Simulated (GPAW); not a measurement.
# C (P6_3/mmc) in GPAW: notebook

Aim: see how the results for C move with the level of theory and the settings. Levels: vdW-DF, AM05+TS, PBEsol+D3(BJ)+ATM, vdW-DF2. Tasks: phonons, ts, elastic constants, Wannier functions.

The COD entry that gives the cell may itself be a prediction, so a difference from it is no test against experiment.

Program: GPAW 26.7.0. These are calculated values, not measurements. Logs are shortened: lines on timing, memory, paths and dates and some standing lists are left out, and cuts for length are marked. The log counts tension as positive stress, the text compression.

**1. The crystal as given**

It takes space group P6_3/mmc (No. 194, hexagonal). Conventional cell: a = 2.522 Å, b = 2.522 Å, c = 8.237 Å, α = 90.00°, β = 90.00°, γ = 120.00°. C (site symmetry 3m) is surrounded by 4 C at 1.54 Å. Around C (site symmetry 3m) lie 4 C at 1.54 Å.

This is a hexagonal form of diamond, not graphite.

**2. Phonons, vdW-DF**

run.py

```python
import json
import numpy as np
from ase import Atoms
from ase.constraints import FixSymmetry
from ase.io import write
from ase.optimize import BFGS
from ase.spacegroup import crystal
from phonopy import Phonopy
from phonopy.structure.atoms import PhonopyAtoms
from gpaw import GPAW, PW

# C 4f
# C 4e
atoms = crystal(['C', 'C'],
                basis=[[0.6666666667, 0.3333333333, 0.84375],
                       [0.0, 0.0, 0.90625]],
                spacegroup=194, setting=1,  # P6_3/mmc
                cellpar=[2.5221, 2.5221, 8.2371, 90.0, 90.0, 120.0],
                primitive_cell=True)

calc = GPAW(mode=PW(880),
            xc={'name': 'vdW-DF', 'backend': 'libvdwxc'},
            kpts={'size': (12, 12, 4), 'gamma': True},
            occupations={'name': 'fermi-dirac', 'width': 0.05},
            nbands=32,
            convergence={'density': 1e-06, 'eigenstates': 1e-09},
            maxiter=50,
            txt='gpaw.txt')
atoms.calc = calc
atoms.set_constraint(FixSymmetry(atoms))
BFGS(atoms, trajectory='relax.traj', logfile='-').run(fmax=0.005, steps=40)
atoms.set_constraint()
energy = atoms.get_potential_energy()
forces = atoms.get_forces()
calc.write('gs.gpw')
write('result.traj', atoms)
print('Cell:', atoms.cell.cellpar().round(4))
print(atoms.get_scaled_positions().round(5))

def force_constants(scale):
    unit = PhonopyAtoms(symbols=atoms.get_chemical_symbols(), cell=atoms.cell[:] * scale**(1 / 3),
                        scaled_positions=atoms.get_scaled_positions())
    ph = Phonopy(unit, supercell_matrix=np.diag([1, 1, 1]), primitive_matrix=np.eye(3), symprec=1e-4)
    ph.generate_displacements(distance=0.01)
    forces = []
    for i, sc in enumerate(ph.supercells_with_displacements):
        a = Atoms(sc.symbols, cell=sc.cell, scaled_positions=sc.scaled_positions, pbc=True)
        c = GPAW(mode=PW(880),
                 xc={'name': 'vdW-DF', 'backend': 'libvdwxc'},
                 kpts={'size': (12, 12, 4), 'gamma': True},
                 occupations={'name': 'fermi-dirac', 'width': 0.05},
                 nbands=32,
                 convergence={'density': 1e-06, 'eigenstates': 1e-09},
                 maxiter=50,
                 txt=f'disp-{scale:.3f}-{i:02d}.txt')
        a.calc = c
        f = a.get_forces()
        forces.append(f - f.mean(axis=0))
        print(f'displacement {i}: drift', f.mean(axis=0).round(5), flush=True)
    ph.forces = forces
    ph.produce_force_constants()
    ph.symmetrize_force_constants()
    return ph

qpoints = [[0.0, 0.0, 0.0]]
results = {}
for scale in [1.0]:
    ph = force_constants(scale)
    ph.run_qpoints(qpoints)
    nu = ph.qpoints.frequencies * 33.35641  # THz to cm^-1
    results[f'{scale:.3f}'] = nu.tolist()
    for qp, f in zip(qpoints, nu):
        print(scale, np.round(qp, 4), f.round(2))
json.dump(results, open('phonons.json', 'w'))
```

Potentials or basis: GPAW PAW data sets (gpaw-data 1.2.1), pw.

On the command line:

```bash
OMP_NUM_THREADS=1 python run.py
```

gpaw.txt:

```text
__  _  _
 | _ |_)|_||  |
 |__||  | ||/\| - 26.7.0

Input parameters:
  mode=PW(ecut=880.0000000000001),
  convergence={'density': 1e-06, 'eigenstates': 1e-09},
  kpts=MonkhorstPack(size=(12, 12, 4), gamma=True),
  maxiter=50,
  nbands=32,
  occupations=Occupations(name='fermi-dirac', width=0.05),
  xc=XC(name='vdW-DF', backend='libvdwxc')

Diagonalizing LCAO Hamiltonian
Converting LCAO to pw mode

       C
           C
           C
       C

       CC

        C
       C
[... 13 lines left out ...]
Unit cell  # Å
| periodic |         x |        y |        z |  lengths |     angles |
|----------|-----------|----------|----------|----------|------------|
|      yes |  2.522100 | 0.000000 | 0.000000 | 2.522100 |  90.000000 |
|      yes | -1.261050 | 2.184203 | 0.000000 | 2.522100 |  90.000000 |
|      yes |  0.000000 | 0.000000 | 8.237100 | 8.237100 | 120.000000 |

Number of symmetries: 12
Symmetry operations  # r_c * U_cc + t_c -> r_c
|    | kind |            matrix            |
|----|------|------------------------------|
|  0 |  σ   |  1, 1, 0,  0,-1, 0,  0, 0, 1 |
|  1 |  S6  |  1, 1, 0, -1, 0, 0,  0, 0,-1 |
|  2 |  E   |  1, 0, 0,  0, 1, 0,  0, 0, 1 |
|  3 |  C2  |  1, 0, 0, -1,-1, 0,  0, 0,-1 |
|  4 |  C2  |  0, 1, 0,  1, 0, 0,  0, 0,-1 |
|  5 |  C3  |  0, 1, 0, -1,-1, 0,  0, 0, 1 |
|  6 |  S6  |  0,-1, 0,  1, 1, 0,  0, 0,-1 |
|  7 |  σ   |  0,-1, 0, -1, 0, 0,  0, 0, 1 |
|  8 |  σ   | -1, 0, 0,  1, 1, 0,  0, 0, 1 |
|  9 |  i   | -1, 0, 0,  0,-1, 0,  0, 0,-1 |
| 10 |  C3  | -1,-1, 0,  1, 0, 0,  0, 0, 1 |
| 11 |  C2  | -1,-1, 0,  0, 1, 0,  0, 0,-1 |

BZ-sampling:
  Number of BZ points: 576
  Number of IBZ points: 69

  Monkhorst-Pack size: [12, 12, 4]
  Monkhorst-Pack shift: [0.041666666666666664, 0.041666666666666664, 0.125]

K-points  # in reciprocal-cell coordinates
|     |                                coordinates |     weight |
|-----|--------------------------------------------|------------|
|   0 | ( -0.00000000,  -0.00000000,   0.00000000) | 0.00173611 |
|   1 | ( -0.00000000,  -0.00000000,   0.25000000) | 0.00347222 |
|   2 | ( -0.00000000,  -0.00000000,   0.50000000) | 0.00173611 |
|   3 | (  0.08333333,  -0.00000000,  -0.25000000) | 0.01041667 |
|   4 | (  0.08333333,  -0.00000000,   0.00000000) | 0.01041667 |
|   5 | (  0.08333333,  -0.00000000,   0.25000000) | 0.01041667 |
|   6 | (  0.08333333,  -0.00000000,   0.50000000) | 0.01041667 |
|   7 | (  0.16666667,  -0.08333333,   0.00000000) | 0.01041667 |
|   8 | (  0.16666667,  -0.08333333,   0.25000000) | 0.02083333 |
|   9 | (  0.16666667,  -0.08333333,   0.50000000) | 0.01041667 |
| ... |                                            |            |
|  68 | (  0.50000000,   0.50000000,   0.50000000) | 0.00520833 |

Plane wave coefficients: 2727
Cutoff: 880.0000000000001 eV

Spin-components: 1 (collinear spins)
Bands:           32
Projectors:      40
Spin-degeneracy: 2
Datatype:        complex128

Parallelization:
  kpt:    1
  domain: 1
  band:   1

Density:
  Valence electrons: 32.0
  Components: 1
  Grid points: [18 18 60]
  Charge: 0.0  # |e|

Potential:
  Grid points: [18 18 60]

species:
  C:
    name:    Carbon
    Z:       6.0
    valence: 4
    core:    2
    charge:  0.0  # [|e|]
    compensation charges:
      type: gauss
      rc: 0.20  # [Å]
      lmax: 2
    cutoffs:
      filter: 1.14  # [Å]
      core: 1.14  # [Å]
    projectors
    | kind |    occ | energy [eV] | rcut [Å] |
    |------|--------|-------------|----------|
    |   2s |  2.000 |     -13.783 |    0.635 |
    |   2p |  2.000 |      -5.237 |    0.635 |
    |    s |        |      13.429 |    0.635 |
    |    p |        |      21.974 |    0.635 |
    |    d |        |       0.000 |    0.635 |

    Using partial waves for C as LCAO basis

Reference energy: -8231.475620  # eV

eigensolver:
  PPCG
  Converge bands: occupied
  niter=2

density mixing:
  MSR1-Mixer
  Pratt-step length: 0.05
  Maximum mixing coefficient: 0.75
  Old densities: 10
  SVD Regularization: 0.005
  Good broyden scale: 1.0
  Trust region scale: 1.0
  Backstep threshold: 4.0
  History deletion threshold: 6.0
  Fourier metric: weight=20.0, sigma=0.015

occupation numbers:
  Fermi-Dirac:
    width: 0.0500  # eV

poisson solver:
  ecut: 7040.000000000001  # eV

xc functional:
  name: vdW-DF with libvdwxc
  Mode: serial
  Semilocal: GGA_X_PBE_R+LDA_C_PW with 2 nearest neighbor stencil
  Local blocksize: 36 x 36 x 120
  PAW datasets: revPBE

convergence criteria:
- Maximum integral of absolute [dens]ity change: 1e-06 electrons / valence electron
- Maximum integral of absolute [eigenst]ate change: 1e-09 eV^2 / valence electron
- Maximum [total energy] change in last 3 cyles: 0.0005 eV / valence electron
maximum number of iterations: 50

SCF iterations
|iter     | |      energy | eigst |  dens |
|---------|-|-------------|-------|-------|
|iter:   1| | -107.961477 | +0.28 |       |
|iter:   2| | -107.677546 | -2.53 | -0.78 |
|iter:   3| | -105.882972 | -1.09 | -0.81 |
|iter:   4| | -105.879161 | -2.24 | -1.45 |
|iter:   5| | -105.883421c| -4.02 | -2.15 |
|iter:   6| | -105.883443c| -5.40 | -3.29 |
|iter:   7| | -105.883433c| -6.33 | -3.62 |
|iter:   8| | -105.883434c| -7.61 | -4.13 |
|iter:   9| | -105.883434c| -9.36c| -5.30 |
|iter:  10| | -105.883434c| -9.41c| -5.91 |
|iter:  11| | -105.883434c|-10.47c| -6.78c|
[... 91 lines left out ...]
convergence criteria:
- Maximum integral of absolute [dens]ity change: 1e-06 electrons / valence electron
- Maximum integral of absolute [eigenst]ate change: 1e-09 eV^2 / valence electron
- Maximum [total energy] change in last 3 cyles: 0.0005 eV / valence electron
maximum number of iterations: 50

SCF iterations
|iter     | |      energy | eigst |  dens |
|---------|-|-------------|-------|-------|
|iter:   1| | -105.898740c| -3.21 |       |
|iter:   2| | -105.896727c| -5.22 | -2.29 |
|iter:   3| | -105.891760c| -4.07 | -2.36 |
|iter:   4| | -105.891170c| -4.76 | -2.87 |
|iter:   5| | -105.891155c| -5.96 | -3.35 |
|iter:   6| | -105.891156c| -7.96 | -3.78 |
|iter:   7| | -105.891156c| -8.34 | -4.16 |
|iter:   8| | -105.891156c| -9.05c| -5.35 |
|iter:   9| | -105.891156c| -9.30c| -5.71 |
|iter:  10| | -105.891156c|-10.57c| -6.74c|

Converged in 10 steps
Energy contributions relative to reference atoms: (reference = -8231.475620)
[... 88 lines left out ...]
convergence criteria:
- Maximum integral of absolute [dens]ity change: 1e-06 electrons / valence electron
- Maximum integral of absolute [eigenst]ate change: 1e-09 eV^2 / valence electron
- Maximum [total energy] change in last 3 cyles: 0.0005 eV / valence electron
maximum number of iterations: 50

SCF iterations
|iter     | |      energy | eigst |  dens |
|---------|-|-------------|-------|-------|
|iter:   1| | -105.892683c| -4.12 |       |
|iter:   2| | -105.892430c| -6.11 | -2.74 |
|iter:   3| | -105.891803c| -4.97 | -2.81 |
|iter:   4| | -105.891729c| -5.67 | -3.32 |
|iter:   5| | -105.891727c| -6.85 | -3.79 |
|iter:   6| | -105.891727c| -8.84 | -4.23 |
|iter:   7| | -105.891727c| -9.24c| -4.60 |
|iter:   8| | -105.891727c| -9.89c| -5.77 |
|iter:   9| | -105.891727c|-10.24c| -6.15c|

Converged in 9 steps
Energy contributions relative to reference atoms: (reference = -8231.475620)
[... 47 lines left out ...]
Forces  # eV/Ang
|        x |        y |        z |
|----------|----------|----------|
|  0.00000 | -0.00000 |  0.00101 |  # C    0
|  0.00000 |  0.00000 |  0.00101 |  # C    1
| -0.00000 |  0.00000 | -0.00101 |  # C    2
| -0.00000 | -0.00000 | -0.00101 |  # C    3
|  0.00000 |  0.00000 | -0.00084 |  # C    4
|  0.00000 | -0.00000 | -0.00084 |  # C    5
| -0.00000 | -0.00000 |  0.00084 |  # C    6
| -0.00000 |  0.00000 |  0.00084 |  # C    7

# Writing to gs.gpw (mode='')
```

disp-1.000-00.txt:

```text
__  _  _
 | _ |_)|_||  |
 |__||  | ||/\| - 26.7.0

Input parameters:
  mode=PW(ecut=880.0000000000001),
  convergence={'density': 1e-06, 'eigenstates': 1e-09},
  kpts=MonkhorstPack(size=(12, 12, 4), gamma=True),
  maxiter=50,
  nbands=32,
  occupations=Occupations(name='fermi-dirac', width=0.05),
[... 211 lines left out ...]
Direct/indirect transitions are different
Direct gap: 5.357 eV
Transition at: (s=0, k=0, n=15, [-0.00, -0.00, 0.00])

Forces  # eV/Ang
|        x |        y |        z |
|----------|----------|----------|
| -0.11056 |  0.00037 | -0.45116 |  # C    0
| -0.00011 |  0.00001 |  0.00247 |  # C    1
| -0.00110 |  0.00001 |  0.00807 |  # C    2
|  0.01828 | -0.00002 |  0.10805 |  # C    3
|  0.09020 | -0.00036 |  0.22535 |  # C    4
|  0.00210 | -0.00000 | -0.00443 |  # C    5
|  0.00152 |  0.00001 |  0.05469 |  # C    6
| -0.00034 | -0.00001 |  0.05695 |  # C    7
```

Run time: 47 min. Hardware: 1 thread of Arm Neoverse V1, shared host; peak memory 1.1 GiB.

Results:

| Item | Value |
| --- | --- |
| Free energy | -105.8917 eV |
| Band gap on the k mesh | 4.74 eV, indirect (least direct gap 5.33 eV) |
| Highest phonon frequency at Γ | 1328 cm⁻¹ |

Final structure:
```
C
1.0
     2.52210    0.00000    0.00000
    -1.26105    2.18420    0.00000
     0.00000    0.00000    8.23710
C
8
Direct
  0.66667 0.33333 0.84450
  0.33333 0.66667 0.34450
  0.33333 0.66667 0.15550
  0.66667 0.33333 0.65550
  0.00000 0.00000 0.90703
  0.00000 0.00000 0.40703
  0.00000 0.00000 0.09297
  0.00000 0.00000 0.59297
```

Phonon frequencies in cm⁻¹ (negative: imaginary):
```tsv
q point	frequencies
(0.000, 0.000, 0.000)	0 0 0 393 393 412 412 540 540 712 723 1078 1191 1191 1230 1230 1243 1243 1255 1294 1294 1300 1309 1328
```

Caveat: the PAW data sets were made with another functional, which shifts forces and pressure a little. A k mesh can miss the band edges.

**3. Ts, AM05+TS**

run.py

```python
from ase.calculators.vdwcorrection import vdWTkatchenko09prl
from ase.dft.bandgap import bandgap
from ase.io import read, write
from ase.units import GPa
from gpaw import GPAW, PW, setup_paths
from gpaw.analyse.hirshfeld import HirshfeldPartitioning
from gpaw.analyse.vdwradii import vdWradii
from gpaw.mpi import world

setup_paths.insert(0, '.')

atoms = read('C.cif')

calc = GPAW(mode=PW(800),
            xc='AM05',
            kpts={'size': (12, 12, 4), 'gamma': True},
            occupations={'name': 'fermi-dirac', 'width': 0.01},
            nbands=32,
            convergence={'density': 1e-05, 'energy': 1e-05},
            maxiter=75,
            legacy_gpaw=True,
            txt='gpaw.txt')
atoms.calc = calc
energy = atoms.get_potential_energy()
forces = atoms.get_forces()
stress = atoms.get_stress()
calc.write('gs.gpw')
write('result.traj', atoms)
print(f'Energy: {energy:.6f} eV')
print('Forces (eV/A):')
print(forces.round(4))
print('Stress (GPa):', (stress / GPa).round(3))
print('Fermi level:', round(calc.get_fermi_level(), 4), 'eV')
print(f'Gap: {bandgap(calc)[0]:.4f} eV, direct: {bandgap(calc, direct=True)[0]:.4f} eV')

hirshfeld = HirshfeldPartitioning(calc)
print('Hirshfeld volume ratios:', *hirshfeld.get_effective_volume_ratios().round(4))
atoms.calc = vdWTkatchenko09prl(hirshfeld, vdWradii(atoms.get_chemical_symbols(), 'PBE', world=world), Rmax=15.0, txt='-')
total = atoms.get_potential_energy()
print(f'Energy with TS dispersion: {total:.6f} eV, dispersion {total - energy:.6f} eV')
print('Forces with TS dispersion:', *atoms.get_forces().round(5).ravel())
```

C.cif

```cif
data_C
_cell_length_a 2.52210000
_cell_length_b 2.52210000
_cell_length_c 8.23710000
_cell_angle_alpha 90.00000000
_cell_angle_beta 90.00000000
_cell_angle_gamma 120.00000000
_space_group_name_H-M_alt 'P6_3/mmc'
_space_group_name_Hall '-P 6c 2c'
_space_group_IT_number 194
loop_
_space_group_symop_operation_xyz
'x,y,z'
'-x,-y,-z'
'x-y,x,z+1/2'
'-x+y,-x,-z+1/2'
'-y,x-y,z'
'y,-x+y,-z'
'-x,-y,z+1/2'
'x,y,-z+1/2'
'-x+y,-x,z'
'x-y,x,-z'
'y,-x+y,z+1/2'
'-y,x-y,-z+1/2'
'-y,-x,-z+1/2'
'y,x,z+1/2'
'-x,-x+y,-z'
'x,x-y,z'
'-x+y,y,-z+1/2'
'x-y,-y,z+1/2'
'y,x,-z'
'-y,-x,z'
'x,x-y,-z+1/2'
'-x,-x+y,z+1/2'
'x-y,-y,-z'
'-x+y,y,z'
loop_
_atom_site_label
_atom_site_type_symbol
_atom_site_symmetry_multiplicity
_atom_site_Wyckoff_symbol
_atom_site_fract_x
_atom_site_fract_y
_atom_site_fract_z
_atom_site_occupancy
C1 C 4 f 0.6666666667 0.3333333333 0.8437500000 1
C2 C 4 e 0.0000000000 0.0000000000 0.9062500000 1
```

Potentials or basis: PAW data sets generated in the run's folder for this functional, pw.

On the command line:

```bash
gpaw-setup -f AM05 C
OMP_NUM_THREADS=1 python run.py
```

gpaw.txt:

```text
___ ___ ___ _ _ _
 |   |   |_  | | | |
 | | | | | . | | | |
 |__ |  _|___|_____|  26.7.0
 |___|_|

Input parameters:
  convergence: {density: 1e-05,
                energy: 1e-05}
  kpts: {gamma: True,
         size: (12, 12, 4)}
  maxiter: 75
  mode: {ecut: 800.0,
         name: pw}
  nbands: 32
  occupations: {name: fermi-dirac,
                width: 0.01}
  xc: AM05

System changes: positions, numbers, cell, pbc, initial_charges, initial_magmoms

Initialize ...

species:
  C:
    name:    Carbon
    Z:       6.0
    valence: 4
    core:    2
    charge:  0.0  # [|e|]
    compensation charges:
      type: gauss
      rc: 0.20  # [Å]
      lmax: 2
    cutoffs:
      filter: 1.14  # [Å]
      core: 1.14  # [Å]
    projectors
    | kind |    occ | energy [eV] | rcut [Å] |
    |------|--------|-------------|----------|
    |   2s |  2.000 |     -13.603 |    0.635 |
    |   2p |  2.000 |      -5.213 |    0.635 |
    |    s |        |      13.608 |    0.635 |
    |    p |        |      21.998 |    0.635 |
[... 123 lines left out ...]
Effective grid spacing dv^(1/3) = 0.1374

iter:   1   -77.737705
iter:   2   -77.464633   -2.32  -0.84
iter:   3   -75.667773   -0.96  -0.87
iter:   4   -75.643871   -3.14  -1.74
iter:   5   -75.641839   -3.07  -2.02
iter:   6   -75.641382   -4.82  -2.79
iter:   7   -75.641387   -5.90  -3.67
iter:   8   -75.641386c  -7.21  -4.10
iter:   9   -75.641386c  -9.11c -5.13c

Converged after 9 iterations.

Dipole moment: (-0.000000, 0.000000, -0.000000) |e|*Ang

Energy contributions relative to reference atoms: (reference = -8164.576118)

Kinetic:        +68.313999
Potential:      -64.444743
External:        +0.000000
XC:             -79.688330
Entropy (-ST):   -0.000000
Local:           +0.177688
SIC:             +0.000000
--------------------------
Free energy:    -75.641386
Extrapolated:   -75.641386

Showing only first 2 kpts
 Kpt  Band  Eigenvalues  Occupancy
  0    14     12.20315    2.00000
  0    15     12.20315    2.00000
  0    16     17.30998    0.00000
  0    17     17.30998    0.00000

  1    14     12.00421    2.00000
  1    15     12.00421    2.00000
  1    16     17.54028    0.00000
  1    17     17.54029    0.00000

Fermi level: 13.36166

Gap: 4.293 eV
Transition (v -> c):
  (s=0, k=0, n=15, [-0.00, -0.00, 0.00]) -> (s=0, k=45, n=16, [0.42, -0.00, 0.00])
Direct/indirect transitions are different
Direct gap: 5.107 eV
Transition at: (s=0, k=0, n=15, [-0.00, -0.00, 0.00])

Forces in eV/Ang:
  0 C     0.00000   -0.00000    0.32594
  1 C     0.00000    0.00000   -0.32594
  2 C     0.00000   -0.00000    0.32594
  3 C     0.00000    0.00000   -0.32594
  4 C     0.00000   -0.00000    0.32446
  5 C     0.00000    0.00000   -0.32446
  6 C     0.00000    0.00000    0.32446
  7 C    -0.00000   -0.00000   -0.32446

Stress tensor:
     0.063692    -0.000000     0.000000
    -0.000000     0.063692    -0.000000
     0.000000    -0.000000    -0.013195
Writing to gs.gpw (mode='')
```

Run time: 98 s. Hardware: 1 thread of Arm Neoverse V1, shared host; peak memory 0.37 GiB.

What came out:

| Property | Result |
| --- | --- |
| Free energy | -77.8527 eV |
| Largest force | 0.326 eV/Å |
| Band gap on the k mesh | 4.29 eV, indirect (least direct gap 5.11 eV) |
| Dispersion energy per atom | -0.276 eV |

Forces on the atoms (eV/Å):
```
C    0.000  0.000  0.326
C    0.000  0.000 -0.326
C    0.000  0.000  0.326
C    0.000  0.000 -0.326
C    0.000  0.000  0.231
C    0.000  0.000 -0.231
C    0.000  0.000  0.230
C    0.000  0.000 -0.230
```

A k mesh can miss the band edges. AM05 gaps usually lie below the measured ones, often by a third to a half.

(Continued in part 2 of 3.)
